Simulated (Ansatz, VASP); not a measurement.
This is a calculation of ZnO (zincite) for VASP 6.6.1.

Contents of INCAR:

```
PREC     = Accurate       # precision mode
ENCUT    = 520            # plane-wave cutoff, eV
EDIFF    = 1E-7           # SCF threshold, eV
ISMEAR   = 0              # smearing method
SIGMA    = 0.026000000000000002 # smearing width, eV
LREAL    = F              # projectors in reciprocal space
LASPH    = T              # aspherical terms in the spheres
NELM     = 100            # most SCF steps
ALGO     = Normal         # electronic algorithm
ISIF     = 2              # what is computed and relaxed
LWAVE    = F              # write WAVECAR
LCHARG   = T              # write CHGCAR
GGA      = PE             # functional
LELF     = T              # ELF
LVHAR    = T            
NBANDS   = 26             # bands
```

File KPOINTS:

```
Automatic mesh
0
Gamma
  9 9 5
```

File POSCAR:

```
ZnO
1.0
    3.2493080000      0.0000000000      0.0000000000
   -1.6246540000      2.8139832727      0.0000000000
    0.0000000000      0.0000000000      5.2057090000
Zn O
2 2
Direct
    0.6666666667      0.3333333333      0.0000000000
    0.3333333333      0.6666666667      0.5000000000
    0.3333333333      0.6666666667      0.8790100000
    0.6666666667      0.3333333333      0.3790100000
```

Potentials or basis: VASP PAW PBE potentials, release 64 (Zn, O).

Launch:

```bash
$ cat potpaw_PBE.64/Zn/POTCAR potpaw_PBE.64/O/POTCAR > POTCAR
$ mpirun -np 1 vasp_std > vasp.out
```

Question: Translate it to Ansatz 0.2.0. Potentials there: Ansatz PAW.

Answer: As run (the cutoff follows the program's own potentials):

The input input.yaml:

```yaml
crystal:
  lattice:
    - [3.249308, 0.0, 0.0]
    - [-1.624654, 2.8139832727, 0.0]
    - [0.0, 0.0, 5.205709]
  atoms:
    - { symbol: Zn, position: [0.6666666667, 0.3333333333, 0.0] }
    - { symbol: Zn, position: [0.3333333333, 0.6666666667, 0.5] }
    - { symbol: O, position: [0.3333333333, 0.6666666667, 0.87901] }
    - { symbol: O, position: [0.6666666667, 0.3333333333, 0.37901] }
hamiltonian:
  xc: pbe
  pseudopotentials: { kind: paw }
kpoints:
  mp_grid: { grid: [9, 9, 5] }
scf:
  occupations: { method: gaussian, width: 0.026 }
output:
  forces: true
  stress: true
  eigenvalues: true
```

Potentials or basis: Ansatz PAW.

The run is started by

```bash
$ ansatz run input.yaml --threads 2 --pin off --max-ram 5632MiB --backend cpu --events-out ev --progress --plain --runs-dir out
```

Both were run:

|  | VASP | Ansatz | Ansatz less VASP |
| --- | --- | --- | --- |
| gap on the k mesh at the Fermi level (eV) | 0.79 | 0.80 | +0.015 |
| least direct gap on the mesh (eV) | 0.79 | 0.80 | +0.015 |
| pressure (GPa) | 6.0 | 4.9 | -1.07 |
| largest component of the traceless stress (GPa) | 1.17 | 1.14 | -0.039 |
| rms of the force components (eV/Å) | 0.043 | 0.040 | -0.0024 |

Atom by atom the forces differ by 0.002 eV/Å (rms over components).

Caveats: odd divisions of the mesh miss points on the zone boundary, where band edges often lie, so the gap on the mesh can be too wide (Ansatz); the pressure holds a Pulay correction of +0.7 GPa for the finite cutoff (Ansatz). Expect the measured gap to be larger: semilocal functionals such as PBE lack the derivative discontinuity.
